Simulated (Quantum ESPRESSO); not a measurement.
# InP (F-43m): zone-centre phonons

Which modes does InP (F-43m) have at the zone centre?

Method: DFT LDA, scalar-relativistic, plane waves, PseudoDojo norm-conserving pseudopotentials, in Quantum ESPRESSO 7.5.

**What experiment says.**

“Universal growth of ultra-thin III–V semiconductor single crystals” (2020, pmc:7414113) reports for InP, zinc blende, by Raman, 532 nm excitation (bulk InP reference crystal): Raman mode (TO, bulk) 306 cm⁻¹ [bulk reference spectrum shown in the supplement; assignment to TO implied by order].

The database entry behind the starting cell differs from later determinations by our own check (0.1 to 0.3 % short, probably kX units), so it need not match the best structure at ambient conditions.

### Step 1. Set-up

The structure is cubic, space group F-43m (No. 216). The conventional cell has a = 5.861 Å, b = 5.861 Å, c = 5.861 Å, α = 90.00°, β = 90.00°, γ = 90.00°. Nearest to In lie 4 P at 2.54 Å. Nearest to P lie 4 In at 2.54 Å. Farther neighbours are not listed.

### Step 2. A probe with smearing

Before anything dear is run, a loose run with smearing shows whether this is a metal and how far the cell is from rest.

Input file probe.in:

```
&control
   calculation = 'scf'
   prefix = 'x'
   outdir = './tmp'
   pseudo_dir = './pseudo'
   tprnfor = .true.
   tstress = .true.
   verbosity = 'high'
/
&system
   ibrav = 0
   nat = 2
   ntyp = 2
   ecutwfc = 70.0
   occupations = 'smearing'
   smearing = 'gaussian'
   degauss = 0.01
/
&electrons
   conv_thr = 1.0d-07
   mixing_beta = 0.7
   electron_maxstep = 100
/
ATOMIC_SPECIES
 In    114.8180  In.upf
 P      30.9738  P.upf
CELL_PARAMETERS angstrom
     0.000000000    2.930500000    2.930500000
     2.930500000    0.000000000    2.930500000
     2.930500000    2.930500000    0.000000000
ATOMIC_POSITIONS crystal
 In     0.000000000   0.000000000   0.000000000
 P      0.250000000   0.250000000   0.250000000
K_POINTS automatic
 6 6 6 0 0 0
```

Launch:

```
$ OMP_NUM_THREADS=1 mpirun -n 4 pw.x -nk 4 -in probe.in > probe.out
```

Log:

```text
[banners, grids, parts of the stress and lines that vanish by symmetry left out]
Program PWSCF v.7.5
     Message from routine setup:
     using ibrav=0 with symmetry is DISCOURAGED, use correct ibrav instead
[...]
kinetic-energy cutoff     =      70.0000  Ry
     charge density cutoff     =     280.0000  Ry
     scf convergence threshold =      1.0E-07
[...]
Exchange-correlation= SLA  PW   NOGX NOGC
                           (   1   4   0   0   0   0   0)
[...]
24 Sym. Ops. (no inversion) found
[...]
(     0          1          0      )
                  (     0          0          1      )
[...]
( -0.0000000  1.0000000  0.0000000 )
                  ( -0.0000000  0.0000000  1.0000000 )
[...]
(     1          0         -1      )
                  (     0          0         -1      )
[...]
(  0.0000000  1.0000000 -0.0000000 )
[...]
(     1         -1          0      )
                  (     0         -1          0      )
[...]
(  0.0000000 -0.0000000  1.0000000 )
                  (  0.0000000 -1.0000000  0.0000000 )
[...]
number of k points=    16  Gaussian smearing, width (Ry)=  0.0100
[...]
End of self-consistent calculation
[...]
the Fermi energy is     7.1494 ev
!    total energy              =    -146.43743372 Ry
[...]
convergence has been achieved in   6 iterations
[...]
atom    1 type  1   force =     0.00000000    0.00000000    0.00000000
     atom    2 type  2   force =     0.00000000   -0.00000000   -0.00000000
[...]
Total force =     0.000000     Total SCF correction =     0.000000
[...]
total   stress  (Ry/bohr**3)                   (kbar)     P=      -13.92
[...]
XML data file, charge density, pseudopotentials, collected wavefunctions

   JOB DONE.
```

Run time: 2.7 s. Hardware: 4 MPI ranks of Intel Xeon 6975P-C (Granite Rapids), shared host.

Read from the output:

```
volume per atom   : 25.17 Å³
pressure          : -1.392 GPa
gap on the k-mesh : 0.4831 eV
```

A gap of 0.48 eV opens on this mesh, so the crystal is taken as an insulator; the start stands at -1.4 GPa.

### Step 3. Relaxation

The relaxation runs at a cutoff a fifth above that of the response, since stress converges more slowly with the basis than frequencies do. Forces and stress are brought to rest with tight thresholds.

Input file relax.in:

```
&control
   calculation = 'vc-relax'
   prefix = 'x'
   outdir = './tmp'
   pseudo_dir = './pseudo'
   tprnfor = .true.
   tstress = .true.
   forc_conv_thr = 2.0d-05
   etot_conv_thr = 1.0d-07
   nstep = 40
/
&system
   ibrav = 0
   nat = 2
   ntyp = 2
   ecutwfc = 84
   occupations = 'fixed'
   nbnd = 11
/
&electrons
   conv_thr = 1.0d-11
   mixing_beta = 0.7
   electron_maxstep = 100
/
&ions
/
&cell
   press_conv_thr = 0.2
/
ATOMIC_SPECIES
 In    114.8180  In.upf
 P      30.9738  P.upf
CELL_PARAMETERS angstrom
     0.000000000    2.930500000    2.930500000
     2.930500000    0.000000000    2.930500000
     2.930500000    2.930500000    0.000000000
ATOMIC_POSITIONS crystal
 In     0.000000000   0.000000000   0.000000000
 P      0.250000000   0.250000000   0.250000000
K_POINTS automatic
 10 10 10 0 0 0
```

Launch:

```
$ OMP_NUM_THREADS=1 mpirun -n 4 pw.x -nk 4 -in relax.in > relax.out
```

Log:

```text
[banners, grids, parts of the stress and lines that vanish by symmetry left out]
[banner, memory and clock lines left out]
Program PWSCF v.7.5

[...]
kinetic-energy cutoff     =      84.0000  Ry
     charge density cutoff     =     336.0000  Ry
     scf convergence threshold =      1.0E-11
[...]
energy convergence thresh.=      1.0E-07
     force convergence thresh. =      2.0E-05
     press convergence thresh. =      2.0E-01
     Exchange-correlation= SLA  PW   NOGX NOGC
                           (   1   4   0   0   0   0   0)
[...]
24 Sym. Ops. (no inversion) found
[...]
number of k points=    47
[...]
End of self-consistent calculation
[...]
highest occupied, lowest unoccupied level (ev):     6.8815    7.3682
!    total energy              =    -146.43854407 Ry
[...]
convergence has been achieved in  11 iterations
[...]
atom    1 type  1   force =    -0.00000000    0.00000000    0.00000000
     atom    2 type  2   force =     0.00000000    0.00000000   -0.00000000
     Total force =     0.000000     Total SCF correction =     0.000000
[...]
total   stress  (Ry/bohr**3)                   (kbar)     P=      -13.41
[...]
number of bfgs steps    =   0
[...]
CELL_PARAMETERS (angstrom)
[...]
ATOMIC_POSITIONS (crystal)
In               0.0000000000       -0.0000000000       -0.0000000000
P                0.2500000000        0.2500000000        0.2500000000
[...]
New effective cutoffs (rho, wfc):  337.52   84.38
[...]
End of self-consistent calculation
[...]
highest occupied, lowest unoccupied level (ev):     6.9697    7.4940
!    total energy              =    -146.43871996 Ry
[...]
convergence has been achieved in   7 iterations
[...]
atom    1 type  1   force =     0.00000000    0.00000000   -0.00000000
     atom    2 type  2   force =    -0.00000000   -0.00000000    0.00000000
     Total force =     0.000000     Total SCF correction =     0.000000
[...]
total   stress  (Ry/bohr**3)                   (kbar)     P=       -8.89
[...]
number of bfgs steps    =   1
[...]
CELL_PARAMETERS (angstrom)
[...]
ATOMIC_POSITIONS (crystal)
In              -0.0000000000       -0.0000000000        0.0000000000
P                0.2500000000        0.2500000000        0.2500000000
[...]
New effective cutoffs (rho, wfc):  339.85   84.96
[...]
End of self-consistent calculation
[...]
highest occupied, lowest unoccupied level (ev):     7.1038    7.6845
!    total energy              =    -146.43884637 Ry
[...]
convergence has been achieved in   8 iterations
[...]
atom    1 type  1   force =     0.00000000    0.00000000    0.00000000
     atom    2 type  2   force =     0.00000000   -0.00000000    0.00000000
     Total force =     0.000000     Total SCF correction =     0.000000
[...]
total   stress  (Ry/bohr**3)                   (kbar)     P=       -1.80
[...]
number of bfgs steps    =   2
[...]
CELL_PARAMETERS (angstrom)
[...]
ATOMIC_POSITIONS (crystal)
[...]
New effective cutoffs (rho, wfc):  340.44   85.11
[...]
End of self-consistent calculation
[...]
highest occupied, lowest unoccupied level (ev):     7.1379    7.7329
!    total energy              =    -146.43885158 Ry
[...]
convergence has been achieved in   7 iterations
[...]
atom    1 type  1   force =    -0.00000000   -0.00000000    0.00000000
     atom    2 type  2   force =     0.00000000    0.00000000   -0.00000000
     Total force =     0.000000     Total SCF correction =     0.000000
[...]
total   stress  (Ry/bohr**3)                   (kbar)     P=        0.04
[...]
number of bfgs steps    =   3
[...]
small trust_radius: resetting bfgs history
[...]
CELL_PARAMETERS (angstrom)
[...]
ATOMIC_POSITIONS (crystal)
[...]
New effective cutoffs (rho, wfc):  340.43   85.11
[...]
End of self-consistent calculation
[...]
highest occupied, lowest unoccupied level (ev):     7.1376    7.7325
!    total energy              =    -146.43885158 Ry
[...]
convergence has been achieved in   3 iterations
[...]
atom    1 type  1   force =    -0.00000000   -0.00000000    0.00000000
     atom    2 type  2   force =     0.00000000    0.00000000   -0.00000000
     Total force =     0.000000     Total SCF correction =     0.000000
[...]
total   stress  (Ry/bohr**3)                   (kbar)     P=        0.03
[...]
bfgs converged in   5 scf cycles and   4 bfgs steps
[...]
End of BFGS Geometry Optimization
     Final enthalpy           =    -146.4388515834 Ry
     File ./tmp/x.bfgs deleted, as requested
[...]
CELL_PARAMETERS (angstrom)
[...]
ATOMIC_POSITIONS (crystal)
In               0.0000000000        0.0000000000       -0.0000000000
P                0.2500000000        0.2500000000        0.2500000000
[...]
Final scf calculation at the relaxed structure.
[...]
kinetic-energy cutoff     =      84.0000  Ry
     charge density cutoff     =     336.0000  Ry
     scf convergence threshold =      1.0E-13
[...]
press convergence thresh. =      2.0E-01
     Exchange-correlation= SLA  PW   NOGX NOGC
                           (   1   4   0   0   0   0   0)
[...]
24 Sym. Ops. (no inversion) found
[...]
number of k points=    47
[...]
c_bands:  1 eigenvalues not converged
     c_bands:  1 eigenvalues not converged
     c_bands:  1 eigenvalues not converged
[...]
End of self-consistent calculation
[...]
highest occupied, lowest unoccupied level (ev):     7.1376    7.7325
!    total energy              =    -146.43885035 Ry
[...]
convergence has been achieved in  13 iterations
[...]
atom    1 type  1   force =     0.00000000    0.00000000    0.00000000
     atom    2 type  2   force =     0.00000000    0.00000000    0.00000000
     Total force =     0.000000     Total SCF correction =     0.000000
[...]
total   stress  (Ry/bohr**3)                   (kbar)     P=        0.02
[...]
XML data file, charge density, pseudopotentials, collected wavefunctions
```

It took 30 s on 4 MPI ranks; 2 min of CPU time.

The steps of the relaxation:

| step | energy less that of the first step (eV) | largest force (eV/Å) | pressure (GPa) | volume (Å³) |
| --- | --- | --- | --- | --- |
| 1 | 0.0000 | 0.0000 | -1.34 | 50.33 |
| 2 | -0.0024 | 0.0000 | -0.89 | 49.99 |
| 3 | -0.0041 | 0.0000 | -0.18 | 49.48 |
| 4 | -0.0042 | 0.0000 | 0.00 | 49.35 |
| 5 | -0.0042 | 0.0000 | 0.00 | 49.35 |
| 6 | -0.0042 | 0.0000 | 0.00 | 49.35 |

| conventional cell, symmetrised | before | after | change |
| --- | --- | --- | --- |
| a (Å) | 5.861 | 5.823 | -0.7 % |
| b (Å) | 5.861 | 5.823 | -0.7 % |
| c (Å) | 5.861 | 5.823 | -0.7 % |
| volume (Å³/atom) | 25.17 | 24.68 | -2.0 % |

Final coordinates:

```xyz
2
Lattice="0.0000 2.9113 2.9113 2.9113 0.0000 2.9113 2.9113 2.9113 0.0000" Properties=species:S:1:pos:R:3 pbc="T T T"
In    0.0000    0.0000    0.0000
P     1.4556    1.4556    1.4556
```

The last row of the table of steps is pw.x's closing run on a basis chosen anew for the final cell, so its energy can jump.

This step gave:

```
volume per atom   : 24.68 Å³
pressure          : 0.002 GPa
gap on the k-mesh : 0.5949 eV
```

The volume changes by -2.0 % from the cell with which this run began.

### Step 4. Ground state

Perturbation theory inherits every error of the wavefunctions, so the threshold is set near the limit of the arithmetic. With a gap, occupations are fixed, which also allows the response to an electric field.

Input file scf.in:

```
&control
   calculation = 'scf'
   prefix = 'x'
   outdir = './tmp'
   pseudo_dir = './pseudo'
   tprnfor = .true.
   tstress = .true.
/
&system
   ibrav = 0
   nat = 2
   ntyp = 2
   ecutwfc = 70.0
   occupations = 'fixed'
   nbnd = 11
/
&electrons
   conv_thr = 1.0d-12
   mixing_beta = 0.7
   electron_maxstep = 100
/
ATOMIC_SPECIES
 In    114.8180  In.upf
 P      30.9738  P.upf
CELL_PARAMETERS angstrom
     0.000000000    2.911293188    2.911293188
     2.911293188    0.000000000    2.911293188
     2.911293188    2.911293188    0.000000000
ATOMIC_POSITIONS crystal
 In     0.000000000   0.000000000   0.000000000
 P      0.250000000   0.250000000   0.250000000
K_POINTS automatic
 10 10 10 0 0 0
```

Launch:

```
$ OMP_NUM_THREADS=1 mpirun -n 4 pw.x -nk 4 -in scf.in > scf.out
```

Log:

```text
[banners, grids, parts of the stress and lines that vanish by symmetry left out]
[banner, memory and clock lines left out]
Program PWSCF v.7.5

[...]
kinetic-energy cutoff     =      70.0000  Ry
     charge density cutoff     =     280.0000  Ry
     scf convergence threshold =      1.0E-12
[...]
Exchange-correlation= SLA  PW   NOGX NOGC
                           (   1   4   0   0   0   0   0)
[...]
24 Sym. Ops. (no inversion) found
[...]
number of k points=    47
[...]
End of self-consistent calculation
[...]
highest occupied, lowest unoccupied level (ev):     7.1376    7.7325
!    total energy              =    -146.43881648 Ry
[...]
convergence has been achieved in  10 iterations
[...]
atom    1 type  1   force =     0.00000000   -0.00000000   -0.00000000
     atom    2 type  2   force =    -0.00000000    0.00000000    0.00000000
     Total force =     0.000000     Total SCF correction =     0.000000
[...]
total   stress  (Ry/bohr**3)                   (kbar)     P=       -0.01
[...]
XML data file, charge density, pseudopotentials, collected wavefunctions
```

The job ended after 6.5 s (4 MPI ranks; 25 s of CPU time).

Read from the output:

```
pressure : -0.001 GPa
```

The cell stands at -0.001 GPa, close enough for phonons.

(Continued in part 2 of 2.)

[Host names and launcher messages were left out of these logs when they were recorded.]

[Logs are printed without paths, hosts, clocks, repeated set-up lines and the standing remarks that a program may print on its own settings, such as how far it seeks lower states.]

[Hosts, paths, dates, database ids (printed as entryN), source tags and the programs' standing remarks are cut or masked in the printed files.]
